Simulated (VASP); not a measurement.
# Bi (P6_3/mmc) in VASP: single point with LDA

Aim: the single point of Bi with LDA.

Program: VASP 6.6.1. These are calculated values, not measurements. Logs are shortened: lines on timing, memory, paths and dates and some standing lists are left out, and cuts for length are marked.

**1. The crystal as given**

Symmetry: P6_3/mmc, No. 194, hexagonal system. Conventional cell: a = 4.539 Å, b = 4.539 Å, c = 11.829 Å, α = 90.00°, β = 90.00°, γ = 120.00°.

This isn't the form of Bi at room conditions, which is rhombohedral.

**2. Single point, LDA**

File INCAR:

```
SYSTEM = Bi
PREC = Accurate
ENCUT = 520
EDIFF = 1E-6
ISMEAR = 0
SIGMA = 0.15
LREAL = .FALSE.
LASPH = .TRUE.
NELM = 100
ALGO = Fast
ISIF = 2
LWAVE = .FALSE.
LCHARG = .FALSE.
NBANDS = 22
```

File KPOINTS:

```
regular mesh
0
G
  12 12 4
  0 0 0
```

File POSCAR:

```
Bi
1.0
    4.5390002997      0.0000000000      0.0000000000
   -2.2695001499      3.9308895673      0.0000000000
    0.0000000000      0.0000000000     11.8290000000
Bi
2
Direct
    0.3333333333      0.6666666667      0.2500000000
    0.6666666667      0.3333333333      0.7500000000
```

Potentials or basis: VASP PAW LDA potentials, release 64 (Bi_d).

Run with:

```sh
cat potpaw_LDA.64/Bi_d/POTCAR > POTCAR
mpirun -np 1 vasp_std > vasp.out
```

OUTCAR:

```text
SYSTEM = Bi
   PREC = Accurate
   ENCUT = 520
   EDIFF = 1E-6
   ISMEAR = 0
   LREAL = .FALSE.
   LASPH = .TRUE.
   NELM = 100
   ISIF = 2

 ion  position               nearest neighbor table
   1  0.333  0.667  0.250-
   2  0.667  0.333  0.750-

  LATTYP: Found a hexagonal cell.
 ALAT       =     4.5390002997
 C/A-ratio  =     2.6060804624

  Lattice vectors:

 A1 = (   4.5390002997,   0.0000000000,   0.0000000000)
 A2 = (  -2.2695001499,   3.9308895673,   0.0000000000)
 A3 = (   0.0000000000,   0.0000000000,  11.8290000000)

Analysis of symmetry for initial positions (statically):
=====================================================================
 Subroutine PRICEL returns:
 Original cell was already a primitive cell.

 Routine SETGRP: Setting up the symmetry group for a
 hexagonal supercell.

 Subroutine GETGRP returns: Found 24 space group operations
 (whereof 12 operations were pure point group operations)
 out of a pool of 24 trial point group operations.

The static configuration has the point symmetry D_3d.
 The point group associated with its full space group is D_6h.

Analysis of symmetry for dynamics (positions and initial velocities):
=====================================================================
 Subroutine PRICEL returns:
 Original cell was already a primitive cell.

 Routine SETGRP: Setting up the symmetry group for a
 hexagonal supercell.

 Subroutine GETGRP returns: Found 24 space group operations
 (whereof 12 operations were pure point group operations)
 out of a pool of 24 trial point group operations.

The dynamic configuration has the point symmetry D_3d.
 The point group associated with its full space group is D_6h.

 Subroutine INISYM returns: Found 24 space group operations
 (whereof 12 operations are pure point group operations),
 and found     1 'primitive' translations

----------------------------------------------------------------------------------------

                                     Primitive cell

  volume of cell :     211.0567

  direct lattice vectors                    reciprocal lattice vectors
     4.539000300  0.000000000  0.000000000     0.220312830  0.127197672  0.000000000
    -2.269500150  3.930889567  0.000000000     0.000000000  0.254395343  0.000000000
     0.000000000  0.000000000 11.829000000     0.000000000  0.000000000  0.084538000

  length of vectors
     4.539000300  4.539000300 11.829000000     0.254395343  0.254395343  0.084538000
[... 80 lines left out ...]
   NELM   =    100;   NELMIN=  2; NELMDL= -5     # of ELM steps
   EDIFF  = 0.1E-05   stopping-criterion for ELM
   LREAL  =      F    real-space projection
   EDIFFG = 0.1E-04   stopping-criterion for IOM
   NSW    =      0    number of steps for IOM
   IBRION =     -1    ionic relax: 0-MD 1-quasi-New 2-CG
   NFREE  =      0    steps in history (QN), initial steepest desc. (CG)
   ISIF   =      2    stress and relaxation
   ISYM   =      2    0-nonsym 1-usesym 2-fastsym
   POTIM  = 0.5000    time-step for ionic-motion
   TEBEG  =    0.0;   TEEND  =   0.0 temperature during run
   PSTRESS=    0.0 pullay stress
   NELECT =      30.0000    total number of electrons
   NUPDOWN=      -1.0000    fix difference up-down
   EMIN   =  10.00;   EMAX   =-10.00  energy-range for DOS
   EFERMI =   0.00;   METHOD = LEGACY
   ISMEAR =     0;   SIGMA  =   0.15  broadening in eV -4-tet -1-fermi 0-gaus
   EFERMI_NEDOS =   21; number of points for ismear=-14 and -15
   IALGO  =     68    algorithm
   IMIX   =      4    mixing-type and parameters
     AMIX     =   0.40;   BMIX     =  1.00
     AMIX_MAG =   1.60;   BMIX_MAG =  1.00
  volume/ion in A,a.u.               =     105.53       712.14
  Fermi-wavevector in a.u.,A,eV,Ry     =   0.854376  1.614536  9.931679  0.729958
  Thomas-Fermi vector in A             =   1.970962
   LORBIT       =      0    0 simple, 1 ext, 2 COOP (PROOUT), +10 PAW based schemes
   GGA     = CA    functional components
   LHFCALC =     F    Hartree Fock is set to
   AEXX    =    0.0000 exact exchange contribution
   IVDW    =     0    specifies the selected vdW correction
   LEPSILON=     F    determine dielectric tensor
   LRPA    =     F    only Hartree local field effects (RPA)
 non-spin polarized calculation
 RMM-DIIS sequential band-by-band and
 Gauss-broadening in eV      SIGMA  =   0.15
  energy-cutoff  :      520.00
  volume of cell :      211.06
 maximum number of plane-waves:      5785
 NGX is ok and might be reduce to    36
   NGX = 17   NGY = 17   NGZ = 43

 number of electron      29.9999990 magnetization

 Free energy of the ion-electron system (eV)
  ---------------------------------------------------
  ext. energy  EPLUGINS =         0.00000000
  ---------------------------------------------------
  free energy    TOTEN  =        -3.56456092 eV

  energy without entropy =       -3.47176763  energy(sigma->0) =       -3.51816428

 E-fermi :  -1.3045     XC(G=0):  -5.6329

 val. band max:       -1.3107023194   @ k =   0.4167   0.0000   0.2500
 cond. band min:      -1.2939036242   @ k =   0.1667   0.1667   0.0000
 fundamental gap:      0.0167986952
 Fermi energy:        -1.3045104962

 k-point     1 :       0.0000    0.0000    0.0000
  band No.  band energies     occupation
      1     -24.1024      2.00000
      2     -24.1024      2.00000
      3     -24.1024      2.00000
      4     -24.1024      2.00000
      5     -24.0894      2.00000
      6     -24.0894      2.00000
[... 589 lines left out ...]
     21       4.2776      0.00000
     22       4.5628      0.00000

 [... further k-points ...]

------------------------ aborting loop because EDIFF is reached ----------------------------------------

  FORCE on cell =-STRESS in cart. coord.  units (eV):
  Direction    XX          YY          ZZ          XY          YZ          ZX
  --------------------------------------------------------------------------------------
  -------------------------------------------------------------------------------------
  Total       -6.8869524     -6.8869524     -0.6400662      0.0000000      0.0000000      0.0000000
  in kB      -52.2803612    -52.2803612     -4.8588822      0.0000000      0.0000000      0.0000000
  external PRESSURE =     -36.4732015 kB  Pullay stress =       0.0000000 kB

 VOLUME and BASIS-vectors are now :
 -----------------------------------------------------------------------------
  energy-cutoff  :      520.00
  volume of cell :      211.06
      direct lattice vectors                 reciprocal lattice vectors
     4.539000300  0.000000000  0.000000000     0.220312830  0.127197672  0.000000000
    -2.269500150  3.930889567  0.000000000     0.000000000  0.254395343  0.000000000
     0.000000000  0.000000000 11.829000000     0.000000000  0.000000000  0.084538000

 POSITION                                       TOTAL-FORCE (eV/Angst)
 -----------------------------------------------------------------------------------
     -0.00000      2.62059      2.95725         0.000000      0.000000      0.000000
      2.26950      1.31030      8.87175        -0.000000     -0.000000      0.000000
 -----------------------------------------------------------------------------------
    total drift:                               -0.000000      0.000000      0.000000

  FREE ENERGIE OF THE ION-ELECTRON SYSTEM (eV)
  ---------------------------------------------------
  free  energy   TOTEN  =        -3.5645609243 eV

  energy  without entropy=       -3.4717676341  energy(sigma->0) =       -3.51816428
```

Wall time 2.5 min (1 thread of Intel Xeon Platinum 8488C (Sapphire Rapids), shared host); peak memory 0.38 GiB.

What came out:

* Free energy: -3.5646 eV
* Pressure: -3.6 GPa
* Band gap on the k mesh: none (metal or under the smearing width)

Stress tensor (GPa, compression positive):
```
-5.23  0.00  0.00
 0.00 -5.23  0.00
 0.00  0.00 -0.49
```

Caveat: spin-orbit coupling is left out, which moves the levels of the heavy elements.
